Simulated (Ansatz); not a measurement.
# CuO (Pm-3m) in Ansatz: reference runs

Reference runs on CuO: the cell as given and a disturbed copy.

All numbers are computed with Ansatz 0.2.0; they aren't measurements. Logs are shortened: lines on timing, memory, paths and dates and some standing lists are left out, and cuts for length are marked.

**1. The structure**

It takes space group Pm-3m (No. 221, cubic). Conventional cell: a = 2.553 Å, b = 2.553 Å, c = 2.553 Å, α = 90.00°, β = 90.00°, γ = 90.00°. Cu (site symmetry m-3m) is surrounded by 8 O at 2.21 Å. O (site symmetry m-3m) has 8 Cu at 2.21 Å as nearest neighbours.

Measurements of this composition are mostly on another form, of space group No. 15.

**2. Single point, PBE**

Input file input.yaml:

```yaml
crystal:
  lattice:
    - [2.55255061, 0.0, 0.0]
    - [0.0, 2.55255061, 0.0]
    - [0.0, 0.0, 2.55255061]
  atoms:
    - { symbol: Cu, position: [0.0, 0.0, 0.0] }
    - { symbol: O, position: [0.5, 0.5, 0.5] }
hamiltonian:
  xc: pbe
  pseudopotentials: { kind: paw }
kpoints:
  mp_grid: { grid: [10, 10, 10] }
scf:
  occupations: { method: fermi_dirac, width: 0.05 }
output:
  forces: true
  stress: true
  eigenvalues: true
```

Potentials or basis: Ansatz PAW.

Started as:

```bash
ansatz run input.yaml --threads 2 --pin off --max-ram 5120MiB --backend cpu --events-out ev --progress --plain --runs-dir out
```

Log:

```text
Warning: RAYON_NUM_THREADS=2 ignored (pool sized by the plan → 2); use --threads N
Engine: ansatz 0.2.0, x86_64-unknown-linux-gnu
Pseudopotentials: kind: paw
Pseudopotential: Cu, paw, valence charge 19, recommended cutoff 420 eV (normal), Cu.paw.azcp
Pseudopotential: O, paw, valence charge 6, recommended cutoff 420 eV (normal), O.paw.azcp
Functional definition: PBE
  parameter kappa = 0.804
  parameter beta = 0.06672455060314922
  exchange = pbe_x(kappa = kappa, mu = beta*pi^2/3)
  correlation = pbe_c(beta = beta)
Crystal: 2 atoms, lattice volume = 16.631 Å³
Basis set: ecut = 420 eV, 341 PW (Γ), exchange–correlation on 36×36×36 points (8 copies of the dense FFT grid, shifted against one another)
Bands: 17, of which v1, the nominal top of the filled ones, is band 13 counted from 1 (12 counted from 0)
Symmetry: 48 space group operations
Space group: Pm-3m (ITA 221), of the structure as read, at distance tolerance 2.6e-5 Å
k-points: 56 of 1000
Non-local potential: Cu, projectors of the file, l = 0: 3, l = 1: 2, l = 2: 3, l = 3: 1
Non-local potential: O, projectors of the file, l = 0: 2, l = 1: 2, l = 2: 1
PAW form: soft (Blöchl's): semilocal exchange-correlation on the pseudo side does not see the compensation charge
PAW one-centre angular grid: Cu, 590 points (default); XC on 64 Gauss nodes
PAW one-centre angular grid: O, 110 points (default); XC on 64 Gauss nodes
Initial density: superposition of atomic densities (neutral atoms: chi_scale 0, normalization atom), corrected by the library's trained network
Initial wavefunctions: pseudopotential atomic-orbital guess
Functional: x = pbe(κ = 0.804, μ = 0.2195149727645171), c = pbe(β = 0.06672455060314922)
SCF iter   1: F=—  HF=-7189.905788 eV  |F-HF|=—  |Δ(HF+E_count)|=         —  Δρ=8.92e-3  dr2=1.02e-2  ethr=1.77e-3  ⟨swp⟩=5.2  Hψ=4058  notcnv=0
preconditioner: auto → none  [metal: Δε(μ)=0.032 eV  Ē_g=15.870 eV  σ=0.050 eV  W_gap=0.16  n_scr=6 (ndim 8)  ℏωp=37.5 eV  f_vac=0.000  D(μ)=2.75/eV (n_scr^D=32)  sad-step TF]
SCF iter   2: F=—  HF=-7189.905449 eV  |F-HF|=—  |Δ(HF+E_count)|=   3.39e-4  Δρ=5.22e-3  dr2=4.34e-3  ethr=4.08e-5  ⟨swp⟩=1.0  Hψ=1400  notcnv=0
SCF iter   3: F=—  HF=-7189.905035 eV  |F-HF|=—  |Δ(HF+E_count)|=   4.14e-4  Δρ=2.14e-3  dr2=4.50e-4  ethr=1.74e-5  ⟨swp⟩=1.0  Hψ=959  notcnv=0
SCF iter   4: F=—  HF=-7189.904897 eV  |F-HF|=—  |Δ(HF+E_count)|=   1.38e-4  Δρ=2.32e-4  dr2=2.04e-6  ethr=1.80e-6  ⟨swp⟩=2.1  Hψ=1343  notcnv=0
SCF iter   5: F=—  HF=-7189.904825 eV  |F-HF|=—  |Δ(HF+E_count)|=   7.21e-5  Δρ=4.88e-5  dr2=1.88e-7  ethr=8.15e-9  ⟨swp⟩=2.0  Hψ=1656  notcnv=0
SCF iter   6: F=-7189.904825 eV  HF=-7189.904825 eV  |F-HF|=9.38e-10  |Δ(HF+E_count)|=   2.58e-8  Δρ=4.29e-6  dr2=1.73e-9  ethr=4.00e-10  ⟨swp⟩=5.0  Hψ=4175  notcnv=0
SCF 1 converged in 6 iterations: F = -7189.904825 eV  dr2 = 1.73e-9
SCF converged after 6 iterations
Free energy (F): -7189.904825 eV
Harris-Foulkes:  -7189.904825 eV  (|F-HF|=9.38e-10)
Internal energy: -7189.882529 eV  (E = F + TS)
E sigma→0 (E₀):  -7189.893677 eV
Entropy (-TS):   -0.022295 eV (-11.148 meV/atom)
Fermi energy:    15.627699 eV
--- Per-component energies (eV) ---
  E_band       = -334.712921
  E_kinetic    = 473.281166
  E_local      = -4306.431689  (includes V_loc(G=0)·N_el)
  E_nonlocal   = 444.973009
  E_hartree    = 1877.697626
  E_xc         = -162.350700
  E_vxc        = -208.526388  (∫ρ·V_xc dr)
  E_paw        = -1824.137872  (= ΣΔE_a)
  E_vpaw       = -493.406292  (= ΣTr[D̂ρ^β])
  E_aug_tail   = 0.002769  (compensation charges beyond the density's cutoff)
  E_ewald      = -3692.916837
  E_smearing   = -0.022295  (= −TS)
  E_closure    = -0.000000  (closes the sum)
  Σ components = -7189.904825   (vs F -7189.904825, Δ=0.00e0)
--- Forces (eV/Å), atoms counted from 1 ---
  atom   1  Cu    -0.00000000     0.00000000     0.00000000
  atom   2  O      0.00000000    -0.00000000    -0.00000000
  max |Σ_I F_I| component: 7.00e-30 eV/Å
--- Stress (GPa, compression-positive) ---
       20.823020      -0.000000       0.000000
       -0.000000      20.823020      -0.000000
        0.000000       0.000000      20.823020
  P = ⅓ Tr σ = 20.8230 GPa (208.230 kbar)
--- Band table (eV; the first three rows and the last of 56) ---
  k-point 0: bands = ["-96.6734", "-54.0346", "-54.0346", "-54.0346", "-4.5317", "11.9406", "11.9406", "13.4996", "13.4996", "13.4996", "13.8995", "13.8995", "13.8995", "16.8554", "31.7876", "31.7876", "36.4905"]
  k-point 1: bands = ["-96.6728", "-54.0402", "-54.0341", "-54.0341", "-4.4150", "11.5622", "11.9698", "13.0673", "13.0673", "13.1393", "13.9061", "14.3760", "14.3760", "17.5947", "31.1347", "31.8829", "36.3002"]
  k-point 2: bands = ["-96.6717", "-54.0549", "-54.0329", "-54.0329", "-4.0901", "10.1887", "12.0469", "12.5641", "12.5641", "13.2635", "13.9234", "14.9980", "14.9980", "18.9001", "29.5452", "32.1653", "35.7375"]
  k-point 55: bands = ["-96.6591", "-54.0817", "-54.0817", "-54.0817", "-1.1114", "8.9795", "8.9795", "8.9795", "14.4327", "14.4327", "16.0069", "16.0069", "16.0069", "22.6944", "22.6944", "22.6944", "29.9197"]
```

It took 0.73 s on 2 threads of Intel Xeon Platinum 8488C (Sapphire Rapids), shared host; peak memory 0.34 GiB.

What came out:

```
Free energy            : -7189.9048 eV
Pressure               : 20.8 GPa
Band gap on the k mesh : none (metal or under the smearing width)
```

Levels at points of the mesh, in eV from the Fermi level:
| k point | band 11 | band 12 | band 13 | band 14 | band 15 | band 16 |
| --- | --- | --- | --- | --- | --- | --- |
| (0.00, 0.00, 0.00) | -1.73 | -1.73 | -1.73 | 1.23 | 16.16 | 16.16 |
| (0.00, 0.00, -0.50) | -1.21 | 0.46 | 0.46 | 6.92 | 8.65 | 17.79 |
| (0.00, -0.50, -0.50) | -2.25 | -1.23 | -1.07 | 5.56 | 12.05 | 12.05 |
| (-0.50, -0.50, -0.50) | 0.38 | 0.38 | 0.38 | 7.07 | 7.07 | 7.07 |

Caveat: so large a pressure means that the cell lies far from this level's equilibrium, or that cutoff or potentials fall short; the pressure holds a Pulay correction of +0.8 GPa for the finite cutoff; an odd number of electrons without spin polarisation forces a metal; a magnetic or distorted state may lie lower; the run has no spin polarisation, though such a crystal can be magnetic; semilocal functionals often make such compounds metallic where correlation or magnetic order opens a gap, which also shifts bond lengths. With open d or f shells a metallic result of PBE can be an artefact of self-interaction; +U or a hybrid may open a gap.

**3. Single point, PBE (atoms moved at random, drawn with an rms of 0.05 Å)**

Changes to input.yaml since step 2:

```diff
@@ -6,4 +6,4 @@
   atoms:
-    - { symbol: Cu, position: [0.0, 0.0, 0.0] }
-    - { symbol: O, position: [0.5, 0.5, 0.5] }
+    - { symbol: Cu, position: [0.012894, 0.002747, -0.003667] }
+    - { symbol: O, position: [0.483761, 0.502269, 0.500364] }
 hamiltonian:
@@ -19 +19,5 @@
   eigenvalues: true
+  write_density: true
+  write_potential: true
+  elf: true
+  volumetric_format: npy
```

Potentials or basis: Ansatz PAW.

Started as:

```bash
ansatz run input.yaml --threads 2 --pin off --max-ram 5120MiB --backend cpu --events-out ev --progress --plain --runs-dir out
```

Run time: 7.5 s. Hardware: 2 threads of Intel Xeon Platinum 8488C (Sapphire Rapids), shared host; peak memory 0.51 GiB.

Results (log left out):

```
Free energy            : -7189.8978 eV
Pressure               : 21.4 GPa
Largest force          : 0.182 eV/Å
Band gap on the k mesh : none (metal or under the smearing width)
```

Forces on the atoms (eV/Å):
```
Cu  -0.180 -0.003  0.027
O    0.180  0.003 -0.027
```

Stress tensor (GPa, compression positive):
```
21.23  0.00 -0.04
 0.00 21.44  0.00
-0.04  0.00 21.44
```

Levels at points of the mesh, in eV from the Fermi level:
```tsv
k point	band 11	band 12	band 13	band 14	band 15	band 16
(0.00, 0.00, 0.00)	-1.74	-1.65	-1.65	1.22	16.05	16.15
(0.00, 0.00, -0.50)	-1.22	0.41	0.47	6.94	8.62	17.82
(0.00, -0.50, 0.00)	-1.22	0.41	0.46	6.94	8.62	17.82
(0.00, -0.50, -0.50)	-2.25	-1.24	-0.99	5.55	12.07	12.07
(-0.50, 0.00, 0.00)	-1.20	0.44	0.45	6.91	8.65	17.79
(-0.50, 0.00, -0.50)	-2.25	-1.23	-0.99	5.52	12.06	12.10
(-0.50, -0.50, 0.00)	-2.25	-1.23	-0.99	5.52	12.06	12.10
(-0.50, -0.50, -0.50)	0.35	0.35	0.37	7.07	7.11	7.11
```

Caveat: the pressure holds a Pulay correction of +0.9 GPa for the finite cutoff; an odd number of electrons without spin polarisation forces a metal; a magnetic or distorted state may lie lower; the run has no spin polarisation, though such a crystal can be magnetic; semilocal functionals often make such compounds metallic where correlation or magnetic order opens a gap, which also shifts bond lengths.
